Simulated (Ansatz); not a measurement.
**Rocksalt MgSe, cell of 2 atoms**

Aim: the perfect cell at several levels of theory (PBEsol, HSE06 and r²SCAN), as the reference that defects and stacks are counted from.

Method: density functional theory in Ansatz 0.2.0, PAW datasets, plane waves.

## (1) The starting cell

2 atoms (1 Mg, 1 Se); a = 3.854 Å, b = 3.854 Å, c = 3.854 Å, α = 60.00°, β = 60.00°, γ = 60.00°.

Steps to follow: (2) PBEsol single point at a 8×8×8 mesh, on 1 × NVIDIA GB200 with 8 threads of Arm Neoverse-V2; (3) HSE06 single point at a 8×8×8 mesh, on 1 × NVIDIA GB200 with 8 threads of Arm Neoverse-V2; (4) r²SCAN single point at a 8×8×8 mesh, on 1 × NVIDIA GB200 with 8 threads of Arm Neoverse-V2.

Coordinates:

```cif
data_structure
_symmetry_space_group_name_H-M 'P 1'
_symmetry_Int_Tables_number 1
_cell_length_a 3.8536
_cell_length_b 3.8536
_cell_length_c 3.8536
_cell_angle_alpha 60.000
_cell_angle_beta 60.000
_cell_angle_gamma 60.000
_cell_volume 40.46
loop_
_atom_site_label
_atom_site_type_symbol
_atom_site_fract_x
_atom_site_fract_y
_atom_site_fract_z
_atom_site_occupancy
Mg1 Mg 0.00000 0.00000 0.00000 1
Se1 Se 0.50000 0.50000 0.50000 1
```

## (2) PBEsol single point

Input file in.yaml:

```yaml
crystal:
  lattice:
    - [0.000000, 2.724874, 2.724874]
    - [2.724874, 0.000000, 2.724874]
    - [2.724874, 2.724874, 0.000000]
  atoms:
    - { symbol: Mg, position: [0.000000, 0.000000, 0.000000] }
    - { symbol: Se, position: [0.500000, 0.500000, 0.500000] }
kpoints:
  mp_grid: { grid: [8, 8, 8] }
  band_path: { path: [VBM, CBM], npoints: 2 }
hamiltonian:
  xc: pbesol
scf:
  occupations: { method: fermi_dirac, width: 0.01 }
output:
  forces: true
  eigenvalues: true
  stress: true
  populations: true
```

Launch:

```bash
ansatz run in.yaml --threads 8 --pin off --max-ram 118750MiB --runs-dir r --events-out ev --progress --plain --backend cuda --devices 0, --max-vram 170GiB
```

## (3) HSE06 single point

Changes to in.yaml since step 2:

```diff
@@ -12,3 +12,3 @@
 hamiltonian:
-  xc: pbesol
+  xc: hse06
 scf:
@@ -18,3 +18,2 @@
   eigenvalues: true
-  stress: true
   populations: true
```

## (4) r²SCAN single point

Changes to in.yaml since step 3:

```diff
@@ -12,3 +12,3 @@
 hamiltonian:
-  xc: hse06
+  xc: r2scan
 scf:
```

What does the calculation give? Wanted: for each run, top filled to lowest empty; gap over the zone; energy; pressure.

As calculated:

```
 level         time  top filled to lowest empty (eV)  gap over the zone (eV)  energy (eV/atom)  pressure (GPa)
PBEsol  3.1 s (GPU)                             1.78                    1.78        -3669.3919            0.00
 HSE06   86 s (GPU)                             2.68                    2.68        -3698.6838               -
r²SCAN  2.6 s (GPU)                             2.50                    2.50        -3703.7272               -
```

**What this shows.** At the same k points, PBEsol gives a spacing 0.90 eV smaller and r²SCAN gives a spacing 0.18 eV smaller than the 2.68 eV of HSE06. Exact exchange costs time: HSE06 ran about 28 times as long as PBEsol on the same kind of device. No spin–orbit coupling is included; with elements this heavy it would shift the edges.
